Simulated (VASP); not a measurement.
# SiNi (P2_13) in VASP: further runs

The runs below take SiNi through single point, with PBE.

Everything below comes from runs of VASP 6.6.1. Logs are shortened: lines on timing, memory, paths and dates and some standing lists are left out, and cuts for length are marked.

### 1 The structure

The structure is cubic, space group P2_13 (No. 198). Conventional cell: a = 4.497 Å, b = 4.497 Å, c = 4.497 Å, α = 90.00°, β = 90.00°, γ = 90.00°. Around Ni (site symmetry 3) lie 7 Si at 2.23 to 2.47 Å. Si (site symmetry 3) is surrounded by 7 Ni at 2.23 to 2.47 Å.

### 2 Single point, PBE, collinear spin, typed start

Input file INCAR:

```
PREC = Accurate
ENCUT = 520
EDIFF = 1E-7
ISMEAR = 0
SIGMA = 0.05
LREAL = F
LASPH = T
NELM = 150
ALGO = Normal
ISIF = 2
LWAVE = F
LCHARG = F
ISPIN = 2
MAGMOM = 2 2 2 2 0 0 0 0
LORBIT = 11
LMAXMIX = 4
GGA = PE
NBANDS = 42
```

Input file KPOINTS:

```
regular mesh
0
Gamma
  5 5 5
```

Input file POSCAR:

```
SiNi
1.0
    4.4967800000      0.0000000000      0.0000000000
    0.0000000000      4.4967800000      0.0000000000
    0.0000000000      0.0000000000      4.4967800000
Ni Si
4 4
Direct
    0.1470000000      0.1470000000      0.1470000000
    0.3530000000      0.8530000000      0.6470000000
    0.6470000000      0.3530000000      0.8530000000
    0.8530000000      0.6470000000      0.3530000000
    0.8601000000      0.8601000000      0.8601000000
    0.6399000000      0.1399000000      0.3601000000
    0.3601000000      0.6399000000      0.1399000000
    0.1399000000      0.3601000000      0.6399000000
```

Potentials or basis: VASP PAW PBE potentials, release 64 (Ni, Si).

Launch:

```bash
$ cat potpaw_PBE.64/Ni/POTCAR potpaw_PBE.64/Si/POTCAR > POTCAR
$ mpirun -np 1 vasp_std > vasp.out
```

OUTCAR:

```text
PREC = Accurate
   ENCUT = 520
   EDIFF = 1E-7
   ISMEAR = 0
   LREAL = F
   LASPH = T
   NELM = 150
   ISIF = 2
   ISPIN = 2
   LORBIT = 11
   GGA = PE

 ion  position               nearest neighbor table
   1  0.147  0.147  0.147-   5 2.23   6 2.41   7 2.41   8 2.41   8 2.47   7 2.47   6 2.47   2 2.77
                             3 2.77   4 2.77   4 2.77   3 2.77   2 2.77
   2  0.353  0.853  0.647-   6 2.23   5 2.41   7 2.41   8 2.41   5 2.47   8 2.47   7 2.47   4 2.77
                             1 2.77   1 2.77   3 2.77   3 2.77   4 2.77
   3  0.647  0.353  0.853-   7 2.23   6 2.41   5 2.41   8 2.41   5 2.47   6 2.47   8 2.47   4 2.77
                             1 2.77   4 2.77   2 2.77   1 2.77   2 2.77
   4  0.853  0.647  0.353-   8 2.23   6 2.41   7 2.41   5 2.41   7 2.47   5 2.47   6 2.47   3 2.77
                             1 2.77   3 2.77   1 2.77   2 2.77   2 2.77
   5  0.860  0.860  0.860-   1 2.23   2 2.41   3 2.41   4 2.41   4 2.47   3 2.47   2 2.47   6 2.76
                             6 2.76   7 2.76   8 2.76   8 2.76   7 2.76
   6  0.640  0.140  0.360-   2 2.23   1 2.41   3 2.41   4 2.41   1 2.47   4 2.47   3 2.47   7 2.76
                             8 2.76   5 2.76   5 2.76   7 2.76   8 2.76
   7  0.360  0.640  0.140-   3 2.23   2 2.41   1 2.41   4 2.41   1 2.47   2 2.47   4 2.47   6 2.76
                             8 2.76   8 2.76   6 2.76   5 2.76   5 2.76
   8  0.140  0.360  0.640-   4 2.23   2 2.41   3 2.41   1 2.41   3 2.47   1 2.47   2 2.47   6 2.76
                             7 2.76   7 2.76   5 2.76   5 2.76   6 2.76

  LATTYP: Found a simple cubic cell.
 ALAT       =     4.4967800000

  Lattice vectors:

 A1 = (   4.4967800000,   0.0000000000,   0.0000000000)
 A2 = (   0.0000000000,   4.4967800000,   0.0000000000)
 A3 = (   0.0000000000,   0.0000000000,   4.4967800000)

Analysis of symmetry for initial positions (statically):
=====================================================================
 Subroutine PRICEL returns:
 Original cell was already a primitive cell.

 Routine SETGRP: Setting up the symmetry group for a
 simple cubic supercell.

 Subroutine GETGRP returns: Found 12 space group operations
 (whereof  3 operations were pure point group operations)
 out of a pool of 48 trial point group operations.

The static configuration has the point symmetry C_3 .
 The point group associated with its full space group is T   .

Analysis of symmetry for dynamics (positions and initial velocities):
=====================================================================
 Subroutine PRICEL returns:
 Original cell was already a primitive cell.

 Routine SETGRP: Setting up the symmetry group for a
 simple cubic supercell.

 Subroutine GETGRP returns: Found 12 space group operations
 (whereof  3 operations were pure point group operations)
 out of a pool of 48 trial point group operations.

The dynamic configuration has the point symmetry C_3 .
 The point group associated with its full space group is T   .

Analysis of structural, dynamic, and magnetic symmetry:
=====================================================================
 Subroutine PRICEL returns:
 Original cell was already a primitive cell.

 Routine SETGRP: Setting up the symmetry group for a
 simple cubic supercell.

 Subroutine GETGRP returns: Found 12 space group operations
 (whereof  3 operations were pure point group operations)
 out of a pool of 48 trial point group operations.

The overall configuration has the point symmetry C_3 .
 The point group associated with its full space group is T   .

 Subroutine INISYM returns: Found 12 space group operations
 (whereof  3 operations are pure point group operations),
 and found     1 'primitive' translations

----------------------------------------------------------------------------------------

                                     Primitive cell

  volume of cell :      90.9295

  direct lattice vectors                    reciprocal lattice vectors
     4.496780000  0.000000000  0.000000000     0.222381348  0.000000000  0.000000000
     0.000000000  4.496780000  0.000000000     0.000000000  0.222381348  0.000000000
     0.000000000  0.000000000  4.496780000     0.000000000  0.000000000  0.222381348

  length of vectors
     4.496780000  4.496780000  4.496780000     0.222381348  0.222381348  0.222381348

  position of ions in fractional coordinates (direct lattice)
     0.147000000  0.147000000  0.147000000
     0.353000000  0.853000000  0.647000000
[... 68 lines left out ...]
   ICHARG =      2    charge: 1-file 2-atom 10-const
   ISPIN  =      2    spin polarized calculation?
   LNONCOLLINEAR =      F non collinear calculations
   LSORBIT =      F    spin-orbit coupling
   LASPH  =      T    aspherical Exc in radial PAW
   ENCUT  =  520.0 eV  38.22 Ry    6.18 a.u.   8.36  8.36  8.36*2*pi/ulx,y,z
   NELM   =    150;   NELMIN=  2; NELMDL= -5     # of ELM steps
   EDIFF  = 0.1E-06   stopping-criterion for ELM
   LREAL  =      F    real-space projection
   EDIFFG = 0.1E-05   stopping-criterion for IOM
   NSW    =      0    number of steps for IOM
   IBRION =     -1    ionic relax: 0-MD 1-quasi-New 2-CG
   NFREE  =      0    steps in history (QN), initial steepest desc. (CG)
   ISIF   =      2    stress and relaxation
   ISYM   =      2    0-nonsym 1-usesym 2-fastsym
   POTIM  = 0.5000    time-step for ionic-motion
   TEBEG  =    0.0;   TEEND  =   0.0 temperature during run
   PSTRESS=    0.0 pullay stress
   NELECT =      56.0000    total number of electrons
   NUPDOWN=      -1.0000    fix difference up-down
   EMIN   =  10.00;   EMAX   =-10.00  energy-range for DOS
   EFERMI =   0.00;   METHOD = LEGACY
   ISMEAR =     0;   SIGMA  =   0.05  broadening in eV -4-tet -1-fermi 0-gaus
   EFERMI_NEDOS =   21; number of points for ismear=-14 and -15
   IALGO  =     38    algorithm
   IMIX   =      4    mixing-type and parameters
     AMIX     =   0.40;   BMIX     =  1.00
     AMIX_MAG =   1.60;   BMIX_MAG =  1.00
  volume/ion in A,a.u.               =      11.37        76.70
  Fermi-wavevector in a.u.,A,eV,Ry     =   1.392844  2.632094 26.395505  1.940015
  Thomas-Fermi vector in A             =   2.516548
   LORBIT       =     11    0 simple, 1 ext, 2 COOP (PROOUT), +10 PAW based schemes
   GGA     = PE    functional components
   LHFCALC =     F    Hartree Fock is set to
   AEXX    =    0.0000 exact exchange contribution
   IVDW    =     0    specifies the selected vdW correction
   LEPSILON=     F    determine dielectric tensor
   LRPA    =     F    only Hartree local field effects (RPA)
 spin polarized calculation
 Gauss-broadening in eV      SIGMA  =   0.05
  energy-cutoff  :      520.00
  volume of cell :       90.93
 maximum number of plane-waves:      2473
 NGX is ok and might be reduce to    36
   NGX = 17   NGY = 17   NGZ = 17

 number of electron      56.0000063 magnetization       0.0003870

 number of electron      56.0000063 magnetization      -0.0000249

 Free energy of the ion-electron system (eV)
  ---------------------------------------------------
  ext. energy  EPLUGINS =         0.00000000
  ---------------------------------------------------
  free energy    TOTEN  =       -46.55680173 eV

  energy without entropy =      -46.55217180  energy(sigma->0) =      -46.55448676

 E-fermi :  12.0564     XC(G=0): -12.5826

 val. band max:       11.8778696618   @ k =   0.4000   0.0000   0.0000
 cond. band min:      12.0654288193   @ k =   0.2000   0.2000   0.0000
 fundamental gap:      0.1875591575
 Fermi energy:        12.0564103231

 spin component 1

 k-point     1 :       0.0000    0.0000    0.0000
  band No.  band energies     occupation
      1      -2.2741      1.00000
      2       3.1539      1.00000
      3       3.1539      1.00000
      4       3.1539      1.00000
      5       5.7241      1.00000
      6       5.7241      1.00000
[... 462 lines left out ...]
     39      18.4811      0.00000
     40      18.7425      0.00000
 Fermi energy:        12.0564103231

 spin component 2

 k-point     1 :       0.0000    0.0000    0.0000
  band No.  band energies     occupation
      1      -2.2741      1.00000
      2       3.1539      1.00000
      3       3.1539      1.00000
      4       3.1539      1.00000
      5       5.7241      1.00000
      6       5.7241      1.00000
[... 462 lines left out ...]
     39      18.4811      0.00000
     40      18.7425      0.00000
 [bands above 40 left out]

------------------------ aborting loop because EDIFF is reached ----------------------------------------

  FORCE on cell =-STRESS in cart. coord.  units (eV):
  Direction    XX          YY          ZZ          XY          YZ          ZX
  --------------------------------------------------------------------------------------
  -------------------------------------------------------------------------------------
  Total        2.1567062      2.1567062      2.1567062      0.0000000     -0.0000000      0.0000000
  in kB       38.0011424     38.0011424     38.0011424      0.0000000     -0.0000000      0.0000000
  external PRESSURE =      38.0011424 kB  Pullay stress =       0.0000000 kB

 VOLUME and BASIS-vectors are now :
 -----------------------------------------------------------------------------
  energy-cutoff  :      520.00
  volume of cell :       90.93
      direct lattice vectors                 reciprocal lattice vectors
     4.496780000  0.000000000  0.000000000     0.222381348  0.000000000  0.000000000
     0.000000000  4.496780000  0.000000000     0.000000000  0.222381348  0.000000000
     0.000000000  0.000000000  4.496780000     0.000000000  0.000000000  0.222381348

 POSITION                                       TOTAL-FORCE (eV/Angst)
 -----------------------------------------------------------------------------------
      0.66103      0.66103      0.66103         0.205836      0.205836      0.205836
      1.58736      3.83575      2.90942        -0.205836     -0.205836      0.205836
      2.90942      1.58736      3.83575         0.205836     -0.205836     -0.205836
      3.83575      2.90942      1.58736        -0.205836      0.205836     -0.205836
      3.86768      3.86768      3.86768        -0.685740     -0.685740     -0.685740
      2.87749      0.62910      1.61929         0.685740      0.685740     -0.685740
      1.61929      2.87749      0.62910        -0.685740      0.685740      0.685740
      0.62910      1.61929      2.87749         0.685740     -0.685740      0.685740
 -----------------------------------------------------------------------------------
    total drift:                                0.000000      0.000000      0.000000

  FREE ENERGIE OF THE ION-ELECTRON SYSTEM (eV)
  ---------------------------------------------------
  free  energy   TOTEN  =       -46.5568017302 eV

  energy  without entropy=      -46.5521717990  energy(sigma->0) =      -46.55448676

 total charge

# of ion       s       p       d       tot
------------------------------------------
    1        0.455   0.610   8.502   9.566
    2        0.455   0.610   8.502   9.566
    3        0.455   0.610   8.502   9.566
    4        0.455   0.610   8.502   9.566
    5        0.738   0.853   0.000   1.592
    6        0.738   0.853   0.000   1.592
    7        0.738   0.853   0.000   1.592
    8        0.738   0.853   0.000   1.592
--------------------------------------------------
tot          4.772   5.851  34.006  44.629

 magnetization (x)

# of ion       s       p       d       tot
------------------------------------------
    1        0.000   0.000  -0.000  -0.000
    2        0.000   0.000  -0.000  -0.000
    3        0.000   0.000  -0.000  -0.000
    4        0.000   0.000  -0.000  -0.000
    5       -0.000   0.000   0.000   0.000
    6       -0.000   0.000   0.000   0.000
    7       -0.000   0.000   0.000   0.000
    8       -0.000   0.000   0.000   0.000
--------------------------------------------------
tot         -0.000   0.000  -0.000  -0.000
```

Wall time 3.1 min (1 thread of AMD EPYC 7R43 (Zen 3), shared host); peak memory 0.22 GiB.

What came out:

| Property | Result |
| --- | --- |
| Free energy | -46.5568 eV |
| Pressure | 3.8 GPa |
| Largest force | 1.188 eV/Å |
| Band gap on the k mesh | none (metal or under the smearing width) |
| Net moment | 0.00 μB per cell |
| Valence electrons inside the program's atomic spheres | Ni 9.57; Si 1.59 |

Forces on the atoms (eV/Å):
```
Ni   0.206  0.206  0.206
Ni  -0.206 -0.206  0.206
Ni   0.206 -0.206 -0.206
Ni  -0.206  0.206 -0.206
Si  -0.686 -0.686 -0.686
Si   0.686  0.686 -0.686
Si  -0.686  0.686  0.686
Si   0.686 -0.686  0.686
```

Caveat: the starting moments collapsed, and a magnetic state may lie lower; forces of over 1 eV/Å show positions far from the minimum, so gaps and moduli don't describe the material at rest.

### 3 Single point, PBE, collinear spin, typed start (parallel moments scaled by 1.5, plain SCF)

Input file INCAR:

```
SYSTEM = SiNi
PREC = Accurate ; ENCUT = 520
EDIFF = 1E-6 ; ISMEAR = 0
SIGMA = 0.05 ; LREAL = .False.
LASPH = .True. ; NELM = 150
ALGO = Fast ; ISIF = 2
LWAVE = .False. ; LCHARG = .True.
ISPIN = 2 ; MAGMOM = 3 3 3 3 0 0 0 0
LORBIT = 11 ; LMAXMIX = 4
GGA = PE ; LELF = .True.
LVHAR = .True. ; NBANDS = 42
```

Input file KPOINTS:

```
Automatic mesh
0
Gamma
  5 5 5
  0 0 0
```

POSCAR is that of step 2.

Potentials or basis: VASP PAW PBE potentials, release 64 (Ni, Si).

Launch:

```bash
$ cat potpaw_PBE.64/Ni/POTCAR potpaw_PBE.64/Si/POTCAR > POTCAR
$ mpirun -np 1 vasp_std > vasp.out
```

OUTCAR:

```text
SYSTEM = SiNi
   PREC = Accurate
   ENCUT = 520
   EDIFF = 1E-6
   ISMEAR = 0
   LREAL = .False.
   LASPH = .True.
   NELM = 150
   ISIF = 2
   ISPIN = 2
   LORBIT = 11
   GGA = PE

 ion  position               nearest neighbor table
   1  0.147  0.147  0.147-   5 2.23   6 2.41   7 2.41   8 2.41   8 2.47   7 2.47   6 2.47   2 2.77
                             3 2.77   4 2.77   4 2.77   3 2.77   2 2.77
   2  0.353  0.853  0.647-   6 2.23   5 2.41   7 2.41   8 2.41   5 2.47   8 2.47   7 2.47   4 2.77
                             1 2.77   1 2.77   3 2.77   3 2.77   4 2.77
   3  0.647  0.353  0.853-   7 2.23   6 2.41   5 2.41   8 2.41   5 2.47   6 2.47   8 2.47   4 2.77
                             1 2.77   4 2.77   2 2.77   1 2.77   2 2.77
   4  0.853  0.647  0.353-   8 2.23   6 2.41   7 2.41   5 2.41   7 2.47   5 2.47   6 2.47   3 2.77
                             1 2.77   3 2.77   1 2.77   2 2.77   2 2.77
   5  0.860  0.860  0.860-   1 2.23   2 2.41   3 2.41   4 2.41   4 2.47   3 2.47   2 2.47   6 2.76
                             6 2.76   7 2.76   8 2.76   8 2.76   7 2.76
   6  0.640  0.140  0.360-   2 2.23   1 2.41   3 2.41   4 2.41   1 2.47   4 2.47   3 2.47   7 2.76
                             8 2.76   5 2.76   5 2.76   7 2.76   8 2.76
   7  0.360  0.640  0.140-   3 2.23   2 2.41   1 2.41   4 2.41   1 2.47   2 2.47   4 2.47   6 2.76
                             8 2.76   8 2.76   6 2.76   5 2.76   5 2.76
   8  0.140  0.360  0.640-   4 2.23   2 2.41   3 2.41   1 2.41   3 2.47   1 2.47   2 2.47   6 2.76
                             7 2.76   7 2.76   5 2.76   5 2.76   6 2.76

[... 1179 lines left out ...]
     0.000000000  0.000000000  4.496780000     0.000000000  0.000000000  0.222381348

 POSITION                                       TOTAL-FORCE (eV/Angst)
 -----------------------------------------------------------------------------------
      0.66103      0.66103      0.66103         0.205842      0.205842      0.205842
      1.58736      3.83575      2.90942        -0.205842     -0.205842      0.205842
      2.90942      1.58736      3.83575         0.205842     -0.205842     -0.205842
      3.83575      2.90942      1.58736        -0.205842      0.205842     -0.205842
      3.86768      3.86768      3.86768        -0.685731     -0.685731     -0.685731
      2.87749      0.62910      1.61929         0.685731      0.685731     -0.685731
      1.61929      2.87749      0.62910        -0.685731      0.685731      0.685731
      0.62910      1.61929      2.87749         0.685731     -0.685731      0.685731
 -----------------------------------------------------------------------------------
    total drift:                                0.000000      0.000000      0.000000

  FREE ENERGIE OF THE ION-ELECTRON SYSTEM (eV)
  ---------------------------------------------------
  free  energy   TOTEN  =       -46.5568018261 eV

  energy  without entropy=      -46.5521716389  energy(sigma->0) =      -46.55448673

 total charge

# of ion       s       p       d       tot
------------------------------------------
    1        0.455   0.610   8.501   9.566
    2        0.455   0.610   8.501   9.566
    3        0.455   0.610   8.501   9.566
    4        0.455   0.610   8.501   9.566
    5        0.738   0.853   0.000   1.592
    6        0.738   0.853   0.000   1.592
    7        0.738   0.853   0.000   1.592
    8        0.738   0.853   0.000   1.592
--------------------------------------------------
tot          4.772   5.851  34.006  44.629

 magnetization (x)

# of ion       s       p       d       tot
------------------------------------------
    1       -0.000  -0.000  -0.000  -0.000
    2       -0.000  -0.000  -0.000  -0.000
    3       -0.000  -0.000  -0.000  -0.000
    4       -0.000  -0.000  -0.000  -0.000
    5        0.000   0.000   0.000   0.000
    6        0.000   0.000   0.000   0.000
    7        0.000   0.000   0.000   0.000
    8        0.000   0.000   0.000   0.000
--------------------------------------------------
tot         -0.000   0.000  -0.000  -0.000
```

OSZICAR:

```text
N       E                     dE             d eps       ncg     rms          rms(c)
DAV:   1     0.376950551403E+03    0.37695E+03   -0.23455E+04  1848   0.159E+03
DAV:   2    -0.157433547589E+02   -0.39269E+03   -0.37055E+03  1848   0.346E+02
DAV:   3    -0.479330656321E+02   -0.32190E+02   -0.30451E+02  2092   0.114E+02
DAV:   4    -0.489447606324E+02   -0.10117E+01   -0.10032E+01  2224   0.189E+01
DAV:   5    -0.489758472158E+02   -0.31087E-01   -0.31065E-01  2236   0.311E+00    0.362E+01
RMM:   6    -0.620851161489E+02   -0.13109E+02   -0.10919E+02  2086   0.849E+01    0.404E+01
RMM:   7    -0.464925134132E+02    0.15593E+02   -0.34172E+01  1860   0.492E+01    0.559E+00
RMM:   8    -0.465789257710E+02   -0.86412E-01   -0.12921E+00  2008   0.693E+00    0.251E+00
RMM:   9    -0.465544745913E+02    0.24451E-01   -0.21396E-01  2097   0.268E+00    0.957E-01
RMM:  10    -0.465570647128E+02   -0.25901E-02   -0.58719E-02  2139   0.113E+00    0.685E-01
RMM:  11    -0.465564904138E+02    0.57430E-03   -0.12513E-02  2341   0.750E-01    0.388E-01
RMM:  12    -0.465567789877E+02   -0.28857E-03   -0.47543E-03  2225   0.301E-01    0.248E-01
RMM:  13    -0.465568016139E+02   -0.22626E-04   -0.65197E-04  2316   0.182E-01    0.751E-02
RMM:  14    -0.465567961091E+02    0.55049E-05   -0.31924E-04  2430   0.920E-02    0.251E-02
RMM:  15    -0.465568008355E+02   -0.47265E-05   -0.41339E-05  2400   0.274E-02    0.889E-03
RMM:  16    -0.465568018261E+02   -0.99058E-06   -0.68706E-06  1866   0.125E-02
   1 F= -.46556802E+02 E0= -.46554487E+02  d E =-.463019E-02  mag=    -0.0003
```

stdout:

```text
POSCAR found type information on POSCAR NiSi
 POSCAR found :  2 types and       8 ions
 scaLAPACK will be used
 LDA part: xc-table for (Slater+PW92), standard interpolation
 POSCAR, INCAR and KPOINTS ok, starting setup
 FFT: planning ... GRIDC
 FFT: planning ... GRID_SOFT
 FFT: planning ... GRID
 WAVECAR not read
 entering main loop
```

It took 3.3 min on 1 thread of AMD EPYC 7R43 (Zen 3), shared host; peak memory 0.22 GiB.

What came out:

- Free energy: -46.5568 eV
- Pressure: 3.8 GPa
- Largest force: 1.188 eV/Å
- Band gap on the k mesh: none (metal or under the smearing width)
- Net moment: 0.00 μB per cell
- Valence electrons inside the program's atomic spheres: Ni 9.57; Si 1.59

Forces on the atoms (eV/Å):
```
Ni   0.206  0.206  0.206
Ni  -0.206 -0.206  0.206
Ni   0.206 -0.206 -0.206
Ni  -0.206  0.206 -0.206
Si  -0.686 -0.686 -0.686
Si   0.686  0.686 -0.686
Si  -0.686  0.686  0.686
Si   0.686 -0.686  0.686
```

Caveat: the starting moments collapsed, and a magnetic state may lie lower; forces of over 1 eV/Å show positions far from the minimum, so gaps and moduli don't describe the material at rest.

[end of part 1 of 2]
